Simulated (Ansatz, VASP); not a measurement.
**Cross-check of C between VASP and Ansatz**

Aim: how closely do two programs agree when they are given the same cell, functional and k mesh? The cell is a member of a volume series, scaled by 0.985 from a relaxed one, so a pressure remains.

Calculated with Ansatz 0.2.0; plane waves, with VASP 6.6.1 beside it; single point at PBEsol, single point at LDA and single point at PBEsol with D3(BJ).

## (1) Starting point

It takes space group Fd-3m (No. 227, cubic). The conventional cell has a = 3.539 Å, b = 3.539 Å, c = 3.539 Å, α = 90.00°, β = 90.00°, γ = 90.00°. Nearest to C lie 4 C at 1.53 Å.

## (2) VASP: single point, PBEsol, volume scaled by 0.985

With cell and atoms fixed, the geometry can't cause a difference; cores, projectors, grids and the points listed under the comparison can.

Lines of VASP's logs that name or quote its potential files are left out, and so is its time.

The input asks for a relaxation, which ended at its first step since no free force or stress exceeded the threshold; so it serves as a single point.

INCAR reads:

```
SYSTEM = C
PREC = Accurate
ENCUT = 520
EDIFF = 1E-06
NELM = 100
ISMEAR = 0
SIGMA = 0.03
LREAL = .FALSE.
ALGO = Normal
GGA = PS
NBANDS = 10
LORBIT = 11
LWAVE = .FALSE.
LCHARG = .FALSE.
KPAR = 4
IBRION = 2
NSW = 30
ISIF = 4
EDIFFG = -0.01
```

POSCAR reads:

```
C
1.0
    0.0000000000      1.7694093741      1.7694093741
    1.7694093741      0.0000000000      1.7694093741
    1.7694093741      1.7694093741      0.0000000000
C
2
Direct
    0.0000000000      0.0000000000      0.0000000000
    0.2500000000      0.2500000000      0.2500000000
```

KPOINTS reads:

```
Automatic mesh
0
Gamma
10 10 10
0 0 0
```

The projector-augmented-wave data sets are C (PBE family, release 64).

Started as:

```console
$ mpirun -np 4 vasp_std
```

Numbers of over 12 decimals in the logs are rounded to 6 here.

What it wrote:

```text
[banner, memory and clock lines left out]
running    4 mpi-ranks, on    1 nodes
 distrk:  each k-point on    1 cores,    4 groups
 distr:  one band on    1 cores,    1 groups

 POSCAR found type information on POSCAR C
 POSCAR found :  1 types and       2 ions
|                                                                             |
|               ----> ADVICE to this user running VASP <----                  |
|                                                                             |
|     You enforced a specific xc type in the INCAR file but a different       |
|     [... a line on the potential file left out ...]
|     I HOPE YOU KNOW WHAT YOU ARE DOING!                                     |
|                                                                             |

 LDA part: xc-table for (Slater+PW92), standard interpolation
 POSCAR, INCAR and KPOINTS ok, starting setup
 FFT: planning ... GRIDC
 FFT: planning ... GRID_SOFT
 FFT: planning ... GRID
 WAVECAR not read
 entering main loop
       N       E                     dE             d eps       ncg     rms          rms(c)
DAV:   1    -0.821147872444E+00   -0.82115E+00   -0.50543E+03   972   0.795E+02
DAV:   2    -0.196074465698E+02   -0.18786E+02   -0.18173E+02  1286   0.123E+02
DAV:   3    -0.199555781975E+02   -0.34813E+00   -0.34733E+00  1124   0.139E+01
DAV:   4    -0.199562377610E+02   -0.65956E-03   -0.65952E-03  1014   0.680E-01
DAV:   5    -0.199562385667E+02   -0.80570E-06   -0.80571E-06  1052   0.235E-02    0.577E+00
DAV:   6    -0.194287143955E+02    0.52752E+00   -0.29108E-01   982   0.399E+00    0.340E+00
DAV:   7    -0.192453182209E+02    0.18340E+00   -0.34383E-01  1008   0.438E+00    0.726E-01
DAV:   8    -0.192458458173E+02   -0.52760E-03   -0.69667E-03   990   0.715E-01    0.288E-02
DAV:   9    -0.192458610891E+02   -0.15272E-04   -0.15377E-05  1168   0.376E-02    0.209E-02
DAV:  10    -0.192458687118E+02   -0.76227E-05   -0.32491E-06   988   0.174E-02    0.429E-03
DAV:  11    -0.192458685730E+02    0.13879E-06   -0.64533E-08   550   0.247E-03
   1 F= -.19245869E+02 E0= -.19245869E+02  d E =-.192459E+02
 curvature:   0.00 expect dE= 0.000E+00 dE for cont linesearch  0.000E+00
 trial: gam= 0.00000 g(F)=  0.383E-48 g(S)=  0.557E-33 ort = 0.000E+00 (trialstep = 0.100E+01)
 search vector abs. value=  0.100E-09
 reached required accuracy - stopping structural energy minimisation
```

OUTCAR, selected parts (step 2):

```text
ion  position               nearest neighbor table
   1  0.000  0.000  0.000-   2 1.53   2 1.53   2 1.53   2 1.53
   2  0.250  0.250  0.250-   1 1.53   1 1.53   1 1.53   1 1.53

  LATTYP: Found a face centered cubic cell.
 ALAT       =     3.5388187482

 Subroutine GETGRP returns: Found 48 space group operations
 (whereof 24 operations were pure point group operations)

The static configuration has the point symmetry T_d .
 The point group associated with its full space group is O_h .

 Found     47 irreducible k-points:

   k-points           NKPTS =     47   k-points in BZ     NKDIM =     47   number of bands    NBANDS=     10

   dimension x,y,z NGX =    20 NGY =   20 NGZ =   20
   dimension x,y,z NGXF=    40 NGYF=   40 NGZF=   40

   ENCUT  =  520.0 eV  38.22 Ry    6.18 a.u.   4.65  4.65  4.65*2*pi/ulx,y,z

   NELECT =       8.0000    total number of electrons

 k-points in reciprocal lattice and weights: Automatic mesh
   0.00000000  0.00000000  0.00000000       0.001
   0.10000000  0.00000000  0.00000000       0.008
   0.20000000  0.00000000  0.00000000       0.008
   0.30000000  0.00000000  0.00000000       0.008
   0.40000000  0.00000000  0.00000000       0.008
   0.50000000  0.00000000  0.00000000       0.004
   0.10000000  0.10000000  0.00000000       0.006
   0.20000000  0.10000000  0.00000000       0.024
   0.30000000  0.10000000  0.00000000       0.024
[...]
-0.30000000  0.40000000  0.20000000       0.024
  -0.30000000  0.50000000  0.20000000       0.012

 average (electrostatic) potential at core
       1 -45.1408       2 -45.1408

 E-fermi :  10.1881

 k-point     1 :       0.0000    0.0000    0.0000
  band No.  band energies     occupation
      1     -11.7881      2.00000
      2      10.0535      2.00000
      3      10.0535      2.00000
      4      10.0535      2.00000
      5      15.6575      0.00000
      6      15.6575      0.00000
      7      15.6575      0.00000
      8      23.9633      0.00000
      9      29.3174      0.00000
    ...

 k-point     2 :       0.1000    0.0000    0.0000
  band No.  band energies     occupation
      1     -11.5060      2.00000
      2       8.3348      2.00000
      3       9.5911      2.00000
      4       9.5911      2.00000
      5      16.2635      0.00000
      6      16.2635      0.00000
      7      16.6464      0.00000
      8      24.1589      0.00000
      9      29.7746      0.00000
    ...

 k-point     3 :       0.2000    0.0000    0.0000
  band No.  band energies     occupation
      1     -10.6645      2.00000
      2       5.0623      2.00000
      3       8.6900      2.00000
      4       8.6900      2.00000
      5      17.4201      0.00000
      6      17.4201      0.00000
      7      17.9375      0.00000
      8      24.6882      0.00000
      9      30.5644      0.00000
    ...

  Total        0.4846628      0.4846628      0.4846628     -0.0000000      0.0000000      0.0000000
  in kB       70.0866482     70.0866482     70.0866482     -0.0000000      0.0000000      0.0000000
  external PRESSURE =      70.0866482 kB  Pullay stress =       0.0000000 kB

  energy-cutoff  :      520.00
  volume of cell :       11.08
      direct lattice vectors                 reciprocal lattice vectors
     0.000000000  1.769409374  1.769409374    -0.282580169  0.282580169  0.282580169
     1.769409374  0.000000000  1.769409374     0.282580169 -0.282580169  0.282580169
     1.769409374  1.769409374  0.000000000     0.282580169  0.282580169 -0.282580169

 POSITION                                       TOTAL-FORCE (eV/Angst)
 -----------------------------------------------------------------------------------
      0.00000      0.00000      0.00000         0.000000     -0.000000      0.000000
      0.88470      0.88470      0.88470        -0.000000      0.000000     -0.000000
 -----------------------------------------------------------------------------------
    total drift:                                0.000000      0.000000      0.000000

  FREE ENERGIE OF THE ION-ELECTRON SYSTEM (eV)
  ---------------------------------------------------
  free  energy   TOTEN  =       -19.2458685730 eV

  energy  without entropy=      -19.2458685730  energy(sigma->0) =      -19.24586857

 reached required accuracy - stopping structural energy minimisation

 total charge
# of ion       s       p       d       tot
------------------------------------------
    1        0.828   1.767   0.000   2.595
    2        0.828   1.767   0.000   2.595
--------------------------------------------------
tot          1.656   3.535   0.000   5.190

[... 3 further parts left out ...]
```

CONTCAR:

```
C
   1.00000000000000
     0.0000000000000000    1.7694093741000001    1.7694093741000001
     1.7694093741000001    0.0000000000000000    1.7694093741000001
     1.7694093741000001    1.7694093741000001    0.0000000000000000
  C
     2
Direct
     0.0000000000000000    0.0000000000000000    0.0000000000000000
     0.2500000000000000    0.2500000000000000    0.2500000000000000
```

## (3) Ansatz: single point, PBEsol, volume scaled by 0.985

Ansatz runs on its default PAW (the set named soft_2) files.

The same cell, functional, mesh and smearing now go to Ansatz, which takes its cutoff from its data sets.

input.yaml reads:

```yaml
crystal:
  lattice:
    - [0.0, 1.76940937, 1.76940937]
    - [1.76940937, 0.0, 1.76940937]
    - [1.76940937, 1.76940937, 0.0]
  atoms:
    - { symbol: C, position: [0.0, 0.0, 0.0] }
    - { symbol: C, position: [0.25, 0.25, 0.25] }
hamiltonian:
  xc: pbesol
  pseudopotentials: { kind: paw }
kpoints:
  mp_grid: { grid: [10, 10, 10] }
scf:
  occupations: { method: gaussian, width: 0.03 }
  n_extra_bands: 4
output:
  forces: true
  stress: true
  eigenvalues: true
  write_density: true
  write_potential: true
  elf: true
  volumetric_format: npy
```

Started as:

```console
$ ansatz run input.yaml --threads 2 --pin off --max-ram 4608MiB --backend cpu --events-out ev --progress --plain --runs-dir out
```

What it wrote:

```text
scf.n_extra_bands = 4 over 4 filled bands (N_el = 8.0): the run solves 8 bands
Engine: ansatz 0.2.0, aarch64-unknown-linux-gnu
Pseudopotentials: kind: paw
Pseudopotential: C, paw, valence charge 4, recommended cutoff 420 eV (normal), C.paw.azcp
Functional definition: PBEsol
  exchange = pbesol_x
  correlation = pbesol_c
Crystal: 2 atoms, lattice volume = 11.079 Å³
Basis set: ecut = 420 eV, 181 PW (Γ), exchange–correlation on 36×36×36 points (8 copies of the dense FFT grid, shifted against one another)
Bands: 8, of which v1, the nominal top of the filled ones, is band 4 counted from 1 (3 counted from 0)
Symmetry: 48 space group operations
Space group: Fd-3m (ITA 227), of the structure as read, at distance tolerance 2.2e-5 Å
k-points: 47 of 1000
Non-local potential: C, projectors of the file, l = 0: 2, l = 1: 2, l = 2: 1
PAW form: soft (Blöchl's): semilocal exchange-correlation on the pseudo side does not see the compensation charge
PAW frozen core: C, regenerated for the run's functional, and the local potential with it (the file was generated under x = pbe(κ = 0.804, μ = 0.219515), c = pbe(β = 0.066725))
PAW one-centre angular grid: C, 110 points (default); XC on 64 Gauss nodes
Initial density: superposition of atomic densities (neutral atoms: chi_scale 0, normalization atom), corrected by the library's trained network
Initial wavefunctions: pseudopotential atomic-orbital guess
Functional: x = pbesol(κ = 0.804, μ = 0.123457), c = pbesol(β = 0.046)
SCF iter   1: F=—  HF=-493.334400 eV  |F-HF|=—  |Δ(HF+E_count)|=         —  Δρ=6.22e-3  dr2=3.39e-3  ethr=1.77e-3  ⟨swp⟩=4.9  Hψ=2455  notcnv=0
preconditioner: auto → none  [insulator: Δε(μ)=4.059 eV  Ē_g=19.927 eV  σ=0.030 eV  W_gap=1.00  n_scr=0 (ndim 8)  ℏωp=31.6 eV  f_vac=0.000  D(μ)=0.00/eV (n_scr^D=0)  ε∞_Penn≈3.5]
SCF iter   2: F=—  HF=-493.333477 eV  |F-HF|=—  |Δ(HF+E_count)|=   9.23e-4  Δρ=2.48e-3  dr2=5.34e-4  ethr=4.23e-5  ⟨swp⟩=1.8  Hψ=819  notcnv=0
SCF iter   3: F=—  HF=-493.333361 eV  |F-HF|=—  |Δ(HF+E_count)|=   1.16e-4  Δρ=2.22e-4  dr2=2.65e-6  ethr=6.67e-6  ⟨swp⟩=2.0  Hψ=564  notcnv=0
SCF iter   4: F=—  HF=-493.333362 eV  |F-HF|=—  |Δ(HF+E_count)|=   1.55e-6  Δρ=3.64e-5  dr2=9.11e-8  ethr=3.32e-8  ⟨swp⟩=2.0  Hψ=564  notcnv=0
iter 5 did not close the SCF: its close was put off for the readings that it lacked (scf_convergence_deferred on its scf_iter line)
SCF iter   5: F=-493.333362 eV  HF=-493.333362 eV  |F-HF|=1.92e-10  |Δ(HF+E_count)|=   3.58e-8  Δρ=3.71e-6  dr2=6.17e-10  ethr=1.14e-9  ⟨swp⟩=2.1  Hψ=570  notcnv=0
SCF iter   6: F=-493.333362 eV  HF=-493.333362 eV  |F-HF|=0.00e0  |Δ(HF+E_count)|=  1.01e-10  Δρ=4.23e-8  dr2=4.08e-14  ethr=7.71e-12  ⟨swp⟩=4.0  Hψ=1621  notcnv=0
SCF 1 converged in 6 iterations: F = -493.333362 eV  dr2 = 4.08e-14
  greatest PAW one-centre occupation: 0.645 electrons in one spin orbital (limit 2), on the C atom at site 1 (counted from 0), in its partial waves of l = 0
SCF converged after 6 iterations
Free energy (F): -493.333362 eV
Harris-Foulkes:  -493.333362 eV  (|F-HF|=0.00e0)
Internal energy: -493.333362 eV  (E = F + TS)
E sigma→0 (E₀):  -493.333362 eV
Fermi energy:    15.767151 eV
--- Per-component energies (eV) ---
  E_band       = 36.541228
  E_kinetic    = 185.568066
  E_local      = -119.940607  (includes V_loc(G=0)·N_el)
  E_nonlocal   = 53.676147
  E_hartree    = 25.987202
  E_xc         = -97.152861
  E_vxc        = -120.998656  (∫ρ·V_xc dr)
  E_paw        = -190.806749  (= ΣΔE_a)
  E_vpaw       = -13.738142  (= ΣTr[D̂ρ^β])
  E_aug_tail   = 0.000016  (compensation charges beyond the density's cutoff)
  E_ewald      = -350.706777
  E_core_change = 0.042201  (= ΣΔE_core)
  E_smearing   = -0.000000  (= −TS)
  E_closure    = 0.000000  (closes the sum)
  Σ components = -493.333362   (vs F -493.333362, Δ=0.00e0)
--- Forces (eV/Å), atoms counted from 1 ---
  atom   1  C     -0.00000000    -0.00000000    -0.00000000
  atom   2  C     -0.00000000     0.00000000    -0.00000000
  max |Σ_I F_I| component: 1.85e-16 eV/Å
--- Stress (GPa, compression-positive) ---
        5.847275       0.000000      -0.000000
        0.000000       5.847275      -0.000000
        0.000000       0.000000       5.847275
  P = ⅓ Tr σ = 5.8473 GPa (58.473 kbar)
--- Band table (eV; the first three rows and the last of 47) ---
  k-point 0: bands = ["-8.1219", "13.7220", "13.7220", "13.7220", "19.3278", "19.3278", "19.3278", "27.5707"]
  k-point 1: bands = ["-7.8401", "11.9993", "13.2558", "13.2558", "19.9301", "19.9301", "20.3108", "27.7674"]
  k-point 2: bands = ["-6.9991", "8.7273", "12.3536", "12.3536", "21.0853", "21.0853", "21.5955", "28.3055"]
  k-point 46: bands = ["1.5186", "1.5186", "5.3108", "5.3108", "23.0812", "23.0812", "27.4474", "27.4474"]
```

The job ended after 0.3 s (2 threads of Arm Neoverse V2, shared host; peak memory 0.21 GiB).

The column dr2 measures how far the density is from self-consistency, as an energy; F and HF (Harris–Foulkes) agree once it is small.

The run ends at a pressure of 5.85 GPa.

## (4) Side by side

Known differences besides the potentials themselves: the cutoff is 420 eV in Ansatz and 520 eV in VASP; Ansatz makes its cores anew for this functional, VASP keeps those of its PBE data sets; VASP leaves aspherical gradient terms in its spheres out (LASPH is not set), Ansatz keeps them. Total energies have different zeros and are not compared.

Both answers:

```tsv
quantity	Ansatz	VASP	difference
pressure (GPa)	5.85	7.01	-1.16
pressure without Ansatz's Pulay correction (GPa)	4.81	7.01	-2.20
gap on the k mesh (eV)	4.090	4.087	+0.004
```

A gap on the mesh is an upper bound, since the band edges may lie between its points. Ansatz's pressure holds a Pulay correction of 1.04 GPa; VASP's holds none.

## (5) Further runs

Further runs change the set-up of one program: Ansatz's method, potentials or start, or VASP's data sets, cutoff or form of LDA. The table gives Ansatz less VASP for each quantity, since a change that brings one quantity closer may part another.

```tsv
run	pressure (GPa)	gap on the k mesh (eV)	pressure without Ansatz's Pulay correction (GPa)
as above	-1.2	0.0038	-2.2
cores kept as stored	-0.95	0.0038	-2.0
Ansatz's all-electron LAPW method	-1.1	0.0057	
Ansatz's larger PAW set (cutoff 800 eV)	-1.0	0.0053	-1.2
norm-conserving potentials (cutoff 1116 eV)	0.73	0.044	0.52
```

## (6) VASP: single point, LDA, volume scaled by 1.015

With cell and atoms fixed, the geometry can't cause a difference; cores, projectors, grids and the points listed under the comparison can. The cell compared in this pair holds 11.22 Å³, against 11.08 Å³ for the pair before.

The input asks for a relaxation, which ended at its first step since no free force or stress exceeded the threshold; so it serves as a single point.

INCAR: that of step 2 with these lines changed.

```diff
@@ -9,3 +9,3 @@
 ALGO = Normal
-GGA = PS
+GGA = CA
 NBANDS = 10
```

POSCAR reads:

```
C
1.0
    0.0000000000      1.7767012966      1.7767012966
    1.7767012966      0.0000000000      1.7767012966
    1.7767012966      1.7767012966      0.0000000000
C
2
Direct
    0.0000000000      0.0000000000      0.0000000000
    0.2500000000      0.2500000000      0.2500000000
```

KPOINTS is that of step 2.

Potentials, in the order of the species: C (LDA family, release 64).

Started as:

```console
$ mpirun -np 4 vasp_std
```

What it wrote:

```text
[banner, memory and clock lines left out]
running    4 mpi-ranks, on    1 nodes
[...]
LDA part: xc-table for (Slater(with rela. corr.)+CA(PZ))
 , standard interpolation
 POSCAR, INCAR and KPOINTS ok, starting setup
[...]
entering main loop
       N       E                     dE             d eps       ncg     rms          rms(c)
DAV:   1    -0.277457981794E+01   -0.27746E+01   -0.49976E+03   988   0.798E+02
DAV:   2    -0.207581273640E+02   -0.17984E+02   -0.17440E+02  1266   0.122E+02
DAV:   3    -0.210685185331E+02   -0.31039E+00   -0.30964E+00  1108   0.128E+01
DAV:   4    -0.210691841906E+02   -0.66566E-03   -0.66563E-03  1042   0.721E-01
[...]
DAV:   9    -0.202422395628E+02    0.11458E-04   -0.32811E-05  1030   0.481E-02    0.194E-02
DAV:  10    -0.202422410546E+02   -0.14918E-05   -0.17908E-06   996   0.120E-02    0.442E-03
DAV:  11    -0.202422409940E+02    0.60599E-07   -0.58942E-08   516   0.202E-03
   1 F= -.20242241E+02 E0= -.20242241E+02  d E =-.202422E+02
[...]
reached required accuracy - stopping structural energy minimisation
```

Parts of OUTCAR (step 6):

```text
  Total       -0.4739803     -0.4739803     -0.4739803     -0.0000000      0.0000000      0.0000000
  in kB      -67.7013991    -67.7013991    -67.7013991     -0.0000000      0.0000000      0.0000000
  external PRESSURE =     -67.7013991 kB  Pullay stress =       0.0000000 kB

 POSITION                                       TOTAL-FORCE (eV/Angst)
 -----------------------------------------------------------------------------------
      0.00000      0.00000      0.00000         0.000000      0.000000      0.000000
      0.88835      0.88835      0.88835        -0.000000     -0.000000     -0.000000
 -----------------------------------------------------------------------------------
    total drift:                                0.000000      0.000000      0.000000

  FREE ENERGIE OF THE ION-ELECTRON SYSTEM (eV)
  ---------------------------------------------------
  free  energy   TOTEN  =       -20.2422409940 eV

  energy  without entropy=      -20.2422409940  energy(sigma->0) =      -20.24224099

[... 2 parts as in an earlier step ...]

[... 2 further parts left out ...]
[key lines of the parts left out:]
E-fermi :  10.0623
```

## (7) Ansatz: single point, LDA, volume scaled by 1.015

The same cell, functional (in two slightly different forms), mesh and smearing now go to Ansatz, which takes its cutoff from its data sets.

The cell is a member of a volume series, scaled by 1.015 from a relaxed one, so a pressure remains.

input.yaml, the sections that differ from step 3:

```yaml
crystal:
  lattice:
    - [0.0, 1.7767013, 1.7767013]
    - [1.7767013, 0.0, 1.7767013]
    - [1.7767013, 1.7767013, 0.0]
  atoms:
    - { symbol: C, position: [0.0, 0.0, 0.0] }
    - { symbol: C, position: [0.25, 0.25, 0.25] }
hamiltonian:
  xc: lda
  pseudopotentials: { kind: paw }
output:
  forces: true
  stress: true
  eigenvalues: true
# kpoints, scf: as in step 3
```

Started as:

```console
$ ansatz run input.yaml --threads 2 --pin off --max-ram 4608MiB --backend cpu --events-out ev --progress --plain --runs-dir out
```

What it wrote:

```text
[...]
Crystal: 2 atoms, lattice volume = 11.217 Å³
Basis set: ecut = 420 eV, 229 PW (Γ)
Bands: 8, of which v1, the nominal top of the filled ones, is band 4 counted from 1 (3 counted from 0)
Symmetry: 48 space group operations
[...]
k-points: 47 of 1000
[...]
SCF iter   1: F=—  HF=-485.980401 eV  |F-HF|=—  |Δ(HF+E_count)|=         —  Δρ=7.25e-3  dr2=2.09e-3  ethr=1.77e-3  ⟨swp⟩=4.9  Hψ=2450  notcnv=0
[...]
SCF iter   6: F=-485.979756 eV  HF=-485.979756 eV  |F-HF|=9.66e-13  |Δ(HF+E_count)|=   1.94e-9  Δρ=8.55e-7  dr2=1.57e-11  ethr=5.28e-11  ⟨swp⟩=1.5  Hψ=1207  notcnv=0
SCF 1 converged in 6 iterations: F = -485.979756 eV  dr2 = 1.57e-11
[...]
SCF converged after 6 iterations
Free energy (F): -485.979756 eV
[...]
Internal energy: -485.979756 eV  (E = F + TS)
E sigma→0 (E₀):  -485.979756 eV
Fermi energy:    15.347877 eV
[...]
--- Stress (GPa, compression-positive) ---
       -8.295133      -0.000000      -0.000000
       -0.000000      -8.295133      -0.000000
       -0.000000      -0.000000      -8.295133
  P = ⅓ Tr σ = -8.2951 GPa (-82.951 kbar)
--- Band table (eV; the first three rows and the last of 47) ---
[...]
```

Wall time 0.22 s (2 threads); peak memory 0.22 GiB; 0.35 s of CPU time.

The run ends at a pressure of -8.30 GPa.

[end of part 1 of 2]

[Lines on the potential files, build, host, timing and source positions are cut from VASP's logs without a mark.]

[Logs are printed without paths, hosts, clocks, repeated set-up lines and the standing remarks that a program may print on its own settings, such as how far it seeks lower states.]

[Hosts, paths, dates, database ids (printed as entryN), source tags and the programs' standing remarks are cut or masked in the printed files.]
